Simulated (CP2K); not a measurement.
**NbAs in CP2K: the effect of functional**

Crystal: NbAs.

```xyz
4
Lattice="3.4517 0.0000 0.0000 0.0000 3.4517 0.0000 -1.7259 -1.7259 5.8400" Properties=species:S:1:pos:R:3 pbc="T T T"
Nb    0.0000    1.7259    0.0000
Nb    0.0000    0.0000    2.9200
As    1.7258    0.0000    0.9811
As    1.7258    1.7258    3.9011
```

Alike in all runs:

| Quantity | Value |
| --- | --- |
| Program | CP2K 2026.2 |
| Task | band structure |
| Potentials or basis | POTENTIAL_UZH Nb GTH-PBE-q13, As GTH-PBE-q5; TZVP-MOLOPT-PBE-GTH basis |
| Density cutoff | 9184 eV |
| k mesh | 8 × 8 × 8 |
| Occupations | fermi-dirac, width 0.05 eV |
| Spin | no spin polarisation |

```csv
functional,pressure (GPa)
PBE,5.3
LDA,0.0
PBEsol,1.4
vdW-DF-cx,?
RPBE,6.9
rev-vdW-DF2,4.9
TASK,7.2
```

Q: What does the run with functional vdW-DF-cx give?

A: Pressure 3.0 GPa.

Caveats: the basis of atomic orbitals isn't converged, which shifts pressures, moduli and gaps; the potentials were made for another functional, which shifts forces and pressure (some runs).
